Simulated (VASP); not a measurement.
# P (P2/m) in VASP: notebook

The runs below take P through single point, with PBE.

All numbers are computed with VASP 6.6.1; they aren't measurements. Logs are shortened: lines on timing, memory, paths and dates and some standing lists are left out, and cuts for length are marked.

## (1) The crystal as given

Symmetry: P2/m, No. 10, monoclinic system. The conventional cell has a = 2.425 Å, b = 2.439 Å, c = 4.852 Å, α = 90.00°, β = 90.24°, γ = 90.00°. P (site symmetry m) has 6 P at 2.42 to 2.44 Å as nearest neighbours.

This isn't the form of P at room conditions, which is orthorhombic.

## (2) Single point, PBE

INCAR

```
PREC = Accurate
ENCUT = 460
EDIFF = 1E-6
ISMEAR = 0
SIGMA = 0.1
LREAL = Auto
LASPH = True
NELM = 100
ALGO = Normal
ISIF = 2
LWAVE = False
LCHARG = False
GGA = PE
ADDGRID = False
```

KPOINTS

```
regular mesh
0
Gamma
  14 14 7
```

POSCAR

```
P
1.0
    2.4246941115      0.0000000000      0.0000000000
    0.0000000000      2.4385351442      0.0000000000
   -0.0203144631      0.0000000000      4.8524328982
P
2
Direct
   -0.0009640000     -0.0137570000      0.7520410000
    1.0088450000      0.0001830000      0.2407300000
```

Potentials or basis: VASP PAW PBE potentials, release 64 (P).

Started as:

```bash
$ cat potpaw_PBE.64/P/POTCAR > POTCAR
$ mpirun -np 1 vasp_std > vasp.out
```

OUTCAR:

```text
PREC = Accurate
   ENCUT = 460
   EDIFF = 1E-6
   ISMEAR = 0
   LREAL = Auto
   LASPH = True
   NELM = 100
   ISIF = 2
   GGA = PE

 Found    688 irreducible k-points:

 Following reciprocal coordinates:
            Coordinates               Weight
  0.000000  0.000000  0.000000      1.000000
  0.071429  0.000000  0.000000      2.000000
  0.142857  0.000000  0.000000      2.000000
  0.214286  0.000000  0.000000      2.000000
  0.285714  0.000000  0.000000      2.000000
  0.357143  0.000000  0.000000      2.000000
   k-points           NKPTS =    688   k-points in BZ     NKDIM =    688   number of bands    NBANDS=      9
   number of dos      NEDOS =    301   number of ions     NIONS =      2
   total plane-waves  NPLWV =  11664
   dimension x,y,z NGX =    18 NGY =   18 NGZ =   36
   dimension x,y,z NGXF=    36 NGYF=   36 NGZF=   72
   ions per type =               2
   NGX,Y,Z   is equivalent  to a cutoff of  12.34, 12.27, 12.33 a.u.
   NGXF,Y,Z  is equivalent  to a cutoff of  24.68, 24.54, 24.67 a.u.
 SYSTEM =  unknown system
   PREC   = accura    normal or accurate (medium, high low for compatibility)
   ISTART =      0    job   : 0-new  1-cont  2-samecut
   ICHARG =      2    charge: 1-file 2-atom 10-const
   ISPIN  =      1    spin polarized calculation?
   LNONCOLLINEAR =      F non collinear calculations
   LSORBIT =      F    spin-orbit coupling
   LASPH  =      T    aspherical Exc in radial PAW
   ENCUT  =  460.0 eV  33.81 Ry    5.81 a.u.   4.24  4.26  8.49*2*pi/ulx,y,z
   NELM   =    100;   NELMIN=  2; NELMDL= -5     # of ELM steps
   EDIFF  = 0.1E-05   stopping-criterion for ELM
   LREAL  =      T    real-space projection
   EDIFFG = 0.1E-04   stopping-criterion for IOM
   NSW    =      0    number of steps for IOM
   IBRION =     -1    ionic relax: 0-MD 1-quasi-New 2-CG
   NFREE  =      0    steps in history (QN), initial steepest desc. (CG)
   ISIF   =      2    stress and relaxation
   ISYM   =      2    0-nonsym 1-usesym 2-fastsym
   POTIM  = 0.5000    time-step for ionic-motion
   TEBEG  =    0.0;   TEEND  =   0.0 temperature during run
   PSTRESS=    0.0 pullay stress
   NELECT =      10.0000    total number of electrons
   NUPDOWN=      -1.0000    fix difference up-down
   EMIN   =  10.00;   EMAX   =-10.00  energy-range for DOS
   EFERMI =   0.00;   METHOD = LEGACY
   ISMEAR =     0;   SIGMA  =   0.10  broadening in eV -4-tet -1-fermi 0-gaus
   EFERMI_NEDOS =   21; number of points for ismear=-14 and -15
   IALGO  =     38    algorithm
   IMIX   =      4    mixing-type and parameters
     AMIX     =   0.40;   BMIX     =  1.00
     AMIX_MAG =   1.60;   BMIX_MAG =  1.00
  volume/ion in A,a.u.               =      14.35        96.81
  Fermi-wavevector in a.u.,A,eV,Ry     =   1.152107  2.177167 18.059715  1.327352
  Thomas-Fermi vector in A             =   2.288761
   LORBIT       =      0    0 simple, 1 ext, 2 COOP (PROOUT), +10 PAW based schemes
   GGA     = PE    functional components
   LHFCALC =     F    Hartree Fock is set to
   AEXX    =    0.0000 exact exchange contribution
   IVDW    =     0    specifies the selected vdW correction
   LEPSILON=     F    determine dielectric tensor
   LRPA    =     F    only Hartree local field effects (RPA)
 non-spin polarized calculation
 Gauss-broadening in eV      SIGMA  =   0.10
  energy-cutoff  :      460.00
  volume of cell :       28.69
 maximum number of plane-waves:       656
 NGX is ok and might be reduce to    18
   NGX =  9   NGY =  9   NGZ = 17

 number of electron      10.0000000 magnetization

 Free energy of the ion-electron system (eV)
  ---------------------------------------------------
  ext. energy  EPLUGINS =         0.00000000
  ---------------------------------------------------
  free energy    TOTEN  =       -10.54241502 eV

  energy without entropy =      -10.53908208  energy(sigma->0) =      -10.54074855

 E-fermi :   9.8514     XC(G=0): -11.3405

 val. band max:        9.8486962932   @ k =   0.0714   0.2857   0.4286
 cond. band min:       9.8538989742   @ k =   0.0714   0.2143   0.4286
 fundamental gap:      0.0052026810
 Fermi energy:         9.8513842366

 k-point     1 :       0.0000    0.0000    0.0000
  band No.  band energies     occupation
      1      -6.8090      2.00000
      2      -2.3629      2.00000
      3       1.0687      2.00000
      4      14.7978      0.00000
      5      15.0232      0.00000
      6      15.0493      0.00000
      7      16.5894      0.00000
      8      16.6603      0.00000
      9      17.7545      0.00000

 k-point     2 :       0.0714    0.0000    0.0000
  band No.  band energies     occupation
      1      -6.6905      2.00000
      2      -2.2438      2.00000
      3       1.1761      2.00000
      4      13.0391      0.00000
      5      14.8914      0.00000
      6      15.1258      0.00000
      7      16.1934      0.00000
      8      16.6972      0.00000
      9      17.8177      0.00000

 k-point     3 :       0.1429    0.0000    0.0000
  band No.  band energies     occupation
      1      -6.3366      2.00000
      2      -1.8877      2.00000
      3       1.4948      2.00000
      4      10.4471      0.00000
      5      13.8476      0.00000
      6      15.1701      0.00000
      7      15.4070      0.00000
      8      16.9726      0.00000
      9      18.0782      0.00000

 k-point     4 :       0.2143    0.0000    0.0000
  band No.  band energies     occupation
      1      -5.7535      2.00000
      2      -1.2986      2.00000
      3       2.0127      2.00000
      4       7.9472      2.00000
      5      11.5279      0.00000
      6      15.6185      0.00000
      7      15.8494      0.00000
      8      17.1105      0.00000
      9      17.4397      0.00000

 k-point     5 :       0.2857    0.0000    0.0000
  band No.  band energies     occupation
      1      -4.9554      2.00000
      2      -0.4849      2.00000
      3       2.7006      2.00000
      4       5.6260      2.00000
      5       9.3218      2.00000
      6      14.7725      0.00000
      7      16.2079      0.00000
      8      16.4492      0.00000
      9      17.9734      0.00000

 k-point     6 :       0.3571    0.0000    0.0000
  band No.  band energies     occupation
      1      -3.9789      2.00000
      2       0.5339      2.00000
      3       3.4507      2.00000
      4       3.5891      2.00000
      5       7.2890      2.00000
      6      12.7879      0.00000
      7      16.8711      0.00000
      8      17.1087      0.00000
      9      18.5614      0.00000

 [... further k-points ...]

------------------------ aborting loop because EDIFF is reached ----------------------------------------

  FORCE on cell =-STRESS in cart. coord.  units (eV):
  Direction    XX          YY          ZZ          XY          YZ          ZX
  --------------------------------------------------------------------------------------
  -------------------------------------------------------------------------------------
  Total        0.5556112      0.3361821      0.5318697     -0.0192194     -0.0138398      0.0109062
  in kB       31.0267346     18.7732592     29.7009502     -1.0732615     -0.7728489      0.6090287
  external PRESSURE =      26.5003147 kB  Pullay stress =       0.0000000 kB

 VOLUME and BASIS-vectors are now :
 -----------------------------------------------------------------------------
  energy-cutoff  :      460.00
  volume of cell :       28.69
      direct lattice vectors                 reciprocal lattice vectors
     2.424694112  0.000000000  0.000000000     0.412423157  0.000000000  0.001726589
     0.000000000  2.438535144  0.000000000     0.000000000  0.410082259  0.000000000
    -0.020314463  0.000000000  4.852432898     0.000000000  0.000000000  0.206082190

 POSITION                                       TOTAL-FORCE (eV/Angst)
 -----------------------------------------------------------------------------------
      2.40708      2.40499      3.64923         0.038251      0.057000     -0.012307
      0.01656      0.00045      1.16813        -0.038251     -0.057000      0.012307
 -----------------------------------------------------------------------------------
    total drift:                               -0.000001      0.000000     -0.000001

  FREE ENERGIE OF THE ION-ELECTRON SYSTEM (eV)
  ---------------------------------------------------
  free  energy   TOTEN  =       -10.5424150153 eV

  energy  without entropy=      -10.5390820832  energy(sigma->0) =      -10.54074855
```

It took 2.9 min on 1 thread of Intel Xeon Platinum 8259CL at 2.50GHz (Skylake/Cascade Lake), shared host; peak memory 0.2 GiB.

The run converged, but some of its settings lie outside the range that counts as converged, so its numbers aren't taken as properties of the crystal.

What came out:

```
Free energy            : -10.5424 eV
Pressure               : 2.7 GPa
Largest force          : 0.070 eV/Å
Band gap on the k mesh : none (metal or under the smearing width)
```

## (3) Single point, PBE

INCAR: that of step 2 with these lines changed.

```diff
@@ -2,6 +2,6 @@
 ENCUT = 460
-EDIFF = 1E-6
+EDIFF = 0.01
 ISMEAR = 0
 SIGMA = 0.1
-LREAL = Auto
+LREAL = False
 LASPH = True
```

KPOINTS is that of step 2.

POSCAR

```
P
1.0
    2.4246941115      0.0000000000      0.0000000000
    0.0000000000      2.4385351442      0.0000000000
   -0.0203144631      0.0000000000      4.8524328982
P
2
Direct
    0.0000000300      0.0000000000      0.7494253600
    0.9999999700      0.0000000000      0.2505746400
```

Potentials or basis: VASP PAW PBE potentials, release 64 (P).

Started as:

```bash
$ cat potpaw_PBE.64/P/POTCAR > POTCAR
$ mpirun -np 1 vasp_std > vasp.out
```

OUTCAR:

```text
PREC = Accurate
   ENCUT = 460
   EDIFF = 0.01
   ISMEAR = 0
   LREAL = False
   LASPH = True
   NELM = 100
   ISIF = 2
   GGA = PE

 Found    400 irreducible k-points:

 Following reciprocal coordinates:
            Coordinates               Weight
  0.000000  0.000000  0.000000      1.000000
  0.071429  0.000000  0.000000      2.000000
  0.142857  0.000000  0.000000      2.000000
  0.214286  0.000000  0.000000      2.000000
  0.285714  0.000000  0.000000      2.000000
  0.357143  0.000000  0.000000      2.000000
   k-points           NKPTS =    400   k-points in BZ     NKDIM =    400   number of bands    NBANDS=      9
   number of dos      NEDOS =    301   number of ions     NIONS =      2
   total plane-waves  NPLWV =  11664
   dimension x,y,z NGX =    18 NGY =   18 NGZ =   36
   dimension x,y,z NGXF=    36 NGYF=   36 NGZF=   72
   ions per type =               2
   NGX,Y,Z   is equivalent  to a cutoff of  12.34, 12.27, 12.33 a.u.
   NGXF,Y,Z  is equivalent  to a cutoff of  24.68, 24.54, 24.67 a.u.
 SYSTEM =  unknown system
   PREC   = accura    normal or accurate (medium, high low for compatibility)
   ISTART =      0    job   : 0-new  1-cont  2-samecut
   ICHARG =      2    charge: 1-file 2-atom 10-const
   ISPIN  =      1    spin polarized calculation?
   LNONCOLLINEAR =      F non collinear calculations
   LSORBIT =      F    spin-orbit coupling
   LASPH  =      T    aspherical Exc in radial PAW
   ENCUT  =  460.0 eV  33.81 Ry    5.81 a.u.   4.24  4.26  8.49*2*pi/ulx,y,z
   NELM   =    100;   NELMIN=  2; NELMDL= -5     # of ELM steps
   EDIFF  = 0.1E-01   stopping-criterion for ELM
   LREAL  =      F    real-space projection
   EDIFFG = 0.1E+00   stopping-criterion for IOM
   NSW    =      0    number of steps for IOM
   IBRION =     -1    ionic relax: 0-MD 1-quasi-New 2-CG
   NFREE  =      0    steps in history (QN), initial steepest desc. (CG)
   ISIF   =      2    stress and relaxation
   ISYM   =      2    0-nonsym 1-usesym 2-fastsym
   POTIM  = 0.5000    time-step for ionic-motion
   TEBEG  =    0.0;   TEEND  =   0.0 temperature during run
   PSTRESS=    0.0 pullay stress
   NELECT =      10.0000    total number of electrons
   NUPDOWN=      -1.0000    fix difference up-down
   EMIN   =  10.00;   EMAX   =-10.00  energy-range for DOS
   EFERMI =   0.00;   METHOD = LEGACY
   ISMEAR =     0;   SIGMA  =   0.10  broadening in eV -4-tet -1-fermi 0-gaus
   EFERMI_NEDOS =   21; number of points for ismear=-14 and -15
   IALGO  =     38    algorithm
   IMIX   =      4    mixing-type and parameters
     AMIX     =   0.40;   BMIX     =  1.00
     AMIX_MAG =   1.60;   BMIX_MAG =  1.00
  volume/ion in A,a.u.               =      14.35        96.81
  Fermi-wavevector in a.u.,A,eV,Ry     =   1.152107  2.177167 18.059715  1.327352
  Thomas-Fermi vector in A             =   2.288761
   LORBIT       =      0    0 simple, 1 ext, 2 COOP (PROOUT), +10 PAW based schemes
   GGA     = PE    functional components
   LHFCALC =     F    Hartree Fock is set to
   AEXX    =    0.0000 exact exchange contribution
   IVDW    =     0    specifies the selected vdW correction
   LEPSILON=     F    determine dielectric tensor
   LRPA    =     F    only Hartree local field effects (RPA)
 non-spin polarized calculation
 Gauss-broadening in eV      SIGMA  =   0.10
  energy-cutoff  :      460.00
  volume of cell :       28.69
 maximum number of plane-waves:       656
 NGX is ok and might be reduce to    18
   NGX =  9   NGY =  9   NGZ = 17

 number of electron      10.0000000 magnetization

 number of electron       9.9999996 magnetization

 Free energy of the ion-electron system (eV)
  ---------------------------------------------------
  ext. energy  EPLUGINS =         0.00000000
  ---------------------------------------------------
  free energy    TOTEN  =       -10.53966799 eV

  energy without entropy =      -10.53530868  energy(sigma->0) =      -10.53748834

 E-fermi :   9.7572     XC(G=0): -11.4004

 val. band max:        9.7542994848   @ k =   0.0714   0.2857   0.4286
 cond. band min:       9.7592524763   @ k =   0.5000   0.2857   0.4286
 fundamental gap:      0.0049529915
 Fermi energy:         9.7571687150

 k-point     1 :       0.0000    0.0000    0.0000
  band No.  band energies     occupation
      1      -6.8551      2.00000
      2      -2.4259      2.00000
      3       0.9996      2.00000
      4      14.7468      0.00000
      5      14.9542      0.00000
      6      14.9944      0.00000
      7      16.5574      0.00000
      8      16.6219      0.00000
      9      17.8620      0.00000

 k-point     2 :       0.0714    0.0000    0.0000
  band No.  band energies     occupation
      1      -6.7365      2.00000
      2      -2.3068      2.00000
      3       1.1071      2.00000
      4      12.9911      0.00000
      5      14.8406      0.00000
      6      15.0544      0.00000
      7      16.1264      0.00000
      8      16.6650      0.00000
      9      17.7403      0.00000

 k-point     3 :       0.1429    0.0000    0.0000
  band No.  band energies     occupation
      1      -6.3826      2.00000
      2      -1.9508      2.00000
      3       1.4262      2.00000
      4      10.3990      0.00000
      5      13.7850      0.00000
      6      15.1183      0.00000
      7      15.3314      0.00000
      8      16.9429      0.00000
      9      17.9987      0.00000

 k-point     4 :       0.2143    0.0000    0.0000
  band No.  band energies     occupation
      1      -5.7992      2.00000
      2      -1.3617      2.00000
      3       1.9447      2.00000
      4       7.8983      2.00000
      5      11.4640      0.00000
      6      15.5667      0.00000
      7      15.7788      0.00000
      8      17.0558      0.00000
      9      17.3825      0.00000

 k-point     5 :       0.2857    0.0000    0.0000
  band No.  band energies     occupation
      1      -5.0006      2.00000
      2      -0.5481      2.00000
      3       2.6338      2.00000
      4       5.5757      2.00000
      5       9.2580      2.00000
      6      14.7058      0.00000
      7      16.1558      0.00000
      8      16.3666      0.00000
      9      17.9455      0.00000

 k-point     6 :       0.3571    0.0000    0.0000
  band No.  band energies     occupation
      1      -4.0231      2.00000
      2       0.4705      2.00000
      3       3.4254      2.00000
      4       3.4970      2.00000
      5       7.2256      2.00000
      6      12.7161      0.00000
      7      16.8184      0.00000
      8      17.0281      0.00000
      9      18.5258      0.00000

 [... further k-points ...]

------------------------ aborting loop because EDIFF is reached ----------------------------------------

  FORCE on cell =-STRESS in cart. coord.  units (eV):
  Direction    XX          YY          ZZ          XY          YZ          ZX
  --------------------------------------------------------------------------------------
  -------------------------------------------------------------------------------------
  Total        0.5596662      0.5025158      0.5536797      0.0000000      0.0000000      0.0152567
  in kB       31.2531764     28.0617529     30.9188739      0.0000000      0.0000000      0.8519752
  external PRESSURE =      30.0779344 kB  Pullay stress =       0.0000000 kB

 VOLUME and BASIS-vectors are now :
 -----------------------------------------------------------------------------
  energy-cutoff  :      460.00
  volume of cell :       28.69
      direct lattice vectors                 reciprocal lattice vectors
     2.424694112  0.000000000  0.000000000     0.412423157  0.000000000  0.001726589
     0.000000000  2.438535144  0.000000000     0.000000000  0.410082259  0.000000000
    -0.020314463  0.000000000  4.852432898     0.000000000  0.000000000  0.206082190

 POSITION                                       TOTAL-FORCE (eV/Angst)
 -----------------------------------------------------------------------------------
     -0.01522      0.00000      3.63654         0.000275      0.000000     -0.009169
      2.41960      0.00000      1.21590        -0.000275      0.000000      0.009169
 -----------------------------------------------------------------------------------
    total drift:                                0.000000      0.000000     -0.000000

  FREE ENERGIE OF THE ION-ELECTRON SYSTEM (eV)
  ---------------------------------------------------
  free  energy   TOTEN  =       -10.5396679894 eV

  energy  without entropy=      -10.5353086821  energy(sigma->0) =      -10.53748834
```

OSZICAR:

```text
N       E                     dE             d eps       ncg     rms          rms(c)
DAV:   1     0.177170349729E+02    0.17717E+02   -0.43313E+03  7216   0.875E+02
DAV:   2    -0.982047497287E+01   -0.27538E+02   -0.26361E+02 10941   0.115E+02
DAV:   3    -0.105331049913E+02   -0.71263E+00   -0.70058E+00  9327   0.203E+01
DAV:   4    -0.105375337603E+02   -0.44288E-02   -0.44256E-02 10711   0.163E+00
DAV:   5    -0.105375478313E+02   -0.14071E-04   -0.14068E-04  7893   0.708E-02    0.674E+00
DAV:   6    -0.105396679894E+02   -0.21202E-02   -0.10776E-03  4723   0.382E-01
   1 F= -.10539668E+02 E0= -.10537488E+02  d E =-.435931E-02
```

stdout:

```text
POSCAR found type information on POSCAR P
 POSCAR found :  1 types and       2 ions
 scaLAPACK will be used
 LDA part: xc-table for (Slater+PW92), standard interpolation
 POSCAR, INCAR and KPOINTS ok, starting setup
 FFT: planning ... GRIDC
 FFT: planning ... GRID_SOFT
 FFT: planning ... GRID
 WAVECAR not read
 entering main loop
```

Wall time 52 s (1 thread of Intel Xeon Platinum 8259CL at 2.50GHz (Skylake/Cascade Lake), shared host); peak memory 0.18 GiB.

These settings aren't checked as converged: the numbers below hold their error.

Results:

```yaml
Free_energy: -10.5397 eV
Pressure: 3.0 GPa
Largest_force: 0.009 eV/Å
Band_gap_on_the_k_mesh: none (metal or under the smearing width)
```

## (4) The reference run

An earlier run on the cell as given: functional PBE; potentials or basis VASP PAW PBE potentials, release 64 (P); cutoff 520 eV; k mesh 11 × 11 × 6; occupations fermi-dirac, width 0.05 eV; no spin polarisation.

* Pressure: 1.9 GPa
* Largest force: 0.005 eV/Å
* Band gap on the k mesh: none (metal or under the smearing width)
